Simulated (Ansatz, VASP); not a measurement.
CoO: VASP beside Ansatz

Contents of INCAR:

```
SYSTEM = CoO
  PREC = Accurate
  ENCUT = 520
  EDIFF = 1E-7
  ISMEAR = 0
  SIGMA = 0.011
  LREAL = .FALSE.
  LASPH = .TRUE.
  NELM = 150
  ALGO = Normal
  ISIF = 2
  LWAVE = .FALSE.
  LCHARG = .FALSE.
  ISPIN = 2
  MAGMOM = 2 0
  LORBIT = 11
  LMAXMIX = 4
  GGA = PE
  NBANDS = 18
```

The input KPOINTS:

```
regular mesh
0
G
  10 10 10
  0 0 0
```

File POSCAR:

```
CoO
1.0
    1.6022198417      0.9250420569      2.5664708903
   -1.6022198417      0.9250420569      2.5664708903
    0.0000000000     -1.8500841138      2.5664708903
Co O
1 1
Direct
    0.9989783200      0.9989783200      0.9989783200
    0.7510210300      0.7510210300      0.7510210300
```

Contents of input.yaml:

```yaml
crystal:
  lattice:
    - [1.6022198417, 0.9250420569, 2.5664708903]
    - [-1.6022198417, 0.9250420569, 2.5664708903]
    - [0.0, -1.8500841138, 2.5664708903]
  atoms:
    - { symbol: Co, position: [0.99897832, 0.99897832, 0.99897832], spin: 2.0 }
    - { symbol: O, position: [0.75102103, 0.75102103, 0.75102103] }
hamiltonian:
  xc: pbe
  pseudopotentials: { kind: paw }
magnetization:
  spin_polarized: true
kpoints:
  mp_grid: { grid: [10, 10, 10] }
scf:
  occupations: { method: gaussian, width: 0.011 }
output:
  forces: true
  stress: true
  eigenvalues: true
```

Measurements of this composition are mostly on another form, of space group No. 225.

Alike in both runs: task single point; functional PBE; k mesh 10 × 10 × 10; occupations gaussian, width 0.011 eV; collinear spin.

|  | VASP | Ansatz |
| --- | --- | --- |
| version | VASP 6.6.1 | Ansatz 0.2.0 |
| potentials or method | VASP PAW PBE potentials, release 64 (Co, O) | Ansatz PAW |
| plane-wave cutoff (eV) | 520 | 420 |
| valence electrons in the cell | 15 | 23 |

Ansatz gave:

```
gap on the k mesh at the Fermi level (eV)                     : none
pressure (GPa)                                                : 0.1
largest component of the traceless stress (GPa)               : 3.68
rms of the force components (eV/Å)                            : 0.164
net moment per atom (μB)                                      : 1.39
size of the moment on the site where the two differ most (μB) : 2.21
```

Which values does VASP return?

gap on the k mesh at the Fermi level (eV): none; pressure (GPa): 0.0; largest component of the traceless stress (GPa): 3.64; rms of the force components (eV/Å): 0.160; net moment per atom (μB): 1.38; size of the moment on the site where the two differ most (μB): 2.38.

Site moments also hang on the region over which each program counts them. Atom by atom the forces differ by 0.004 eV/Å (rms over components). A gap of «none» marks a metal or a gap that the smearing closes. With one functional, cell and mesh, what is left measures potentials, basis and numerics. The two sets of potentials don't hold the same shells in valence.

Caveats: a cell with one magnetic atom can't hold antiferromagnetic order, which such compounds often take; semilocal functionals often make such compounds metallic where correlation or magnetic order opens a gap, which also shifts bond lengths; the pressure holds a Pulay correction of +0.7 GPa for the finite cutoff (Ansatz).
